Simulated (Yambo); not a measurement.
Here is a Yambo 5.3.0 calculation.

hf1.in

```
rim_cut
HF_and_locXC
RandQpts= 1000000
RandGvec= 50 RL
EXXRLvcs= 80 Ry
VXCRLvcs= 80 Ry
% QPkrange
 1 | 1 | 12 | 17 |
 8 | 8 | 12 | 17 |
%
```

Contents of scf.in:

```
&CONTROL
  calculation = 'scf'
  prefix = 'pwscf'
  outdir = './tmp'
  pseudo_dir = './pseudo'
/
&SYSTEM
  ibrav = 0
  nat = 2
  ntyp = 2
  ecutwfc = 80
  nbnd = 21
  occupations = 'smearing'
  smearing = 'fd'
  degauss = 0.00367493
  force_symmorphic = .true.
/
&ELECTRONS
  conv_thr = 4d-10
  electron_maxstep = 120
  mixing_beta = 0.5
/
ATOMIC_SPECIES
Sb   121.7600 Sb.upf
Ga    69.7230 Ga.upf
CELL_PARAMETERS bohr
   0.0000000000    5.7806722152    5.7806722152
   5.7806722152    0.0000000000    5.7806722152
   5.7806722152    5.7806722152    0.0000000000
ATOMIC_POSITIONS bohr
Sb     8.6710083228    8.6710083228    8.6710083228
Ga     0.0000000000    0.0000000000    0.0000000000
K_POINTS automatic
8 8 8 0 0 0
```

Contents of nscf.in:

```
&CONTROL
  calculation = 'nscf'
  prefix = 'pwscf'
  outdir = './tmp'
  pseudo_dir = './pseudo'
/
&SYSTEM
  ibrav = 0
  nat = 2
  ntyp = 2
  ecutwfc = 80
  nbnd = 134
  occupations = 'smearing'
  smearing = 'fd'
  degauss = 0.00367493
  force_symmorphic = .true.
/
&ELECTRONS
  conv_thr = 1d-08
  diago_full_acc = .true.
  diago_thr_init = 1d-06
/
ATOMIC_SPECIES
Sb   121.7600 Sb.upf
Ga    69.7230 Ga.upf
CELL_PARAMETERS bohr
   0.0000000000    5.7806722152    5.7806722152
   5.7806722152    0.0000000000    5.7806722152
   5.7806722152    5.7806722152    0.0000000000
ATOMIC_POSITIONS bohr
Sb     8.6710083228    8.6710083228    8.6710083228
Ga     0.0000000000    0.0000000000    0.0000000000
K_POINTS automatic
4 4 4 0 0 0
```

Potentials or basis: PseudoDojo 0.4.1 SR PBE standard.

Command:

```console
$ OMP_NUM_THREADS=1 pw.x -in scf.in > scf.out
$ OMP_NUM_THREADS=1 pw.x -in nscf.in > nscf.out
$ cd tmp/pwscf.save; p2y; mv SAVE ../..; cd ../..
$ OMP_NUM_THREADS=1 yambo
$ mkdir -p hf1; ln -s $PWD/g0w00/ndb.RIM hf1/
$ OMP_NUM_THREADS=1 yambo -F hf1.in -J hf1 -C hf1_out
```

(1) Estimate the band gap on the k mesh, mean-field level.

Answers

(1) none (metal or under the smearing width).

Caveat: the k mesh is coarse (spacing up to 0.44 Å⁻¹), so the values aren't converged; the potentials hold a filled d shell without the s and p states of that shell, which can shift GW gaps by tenths of an eV, either way; the ground state has no gap, which makes the many-body step unreliable; this crystal is a semiconductor, whose small gap the functional closes, so the metal is an error of the method.
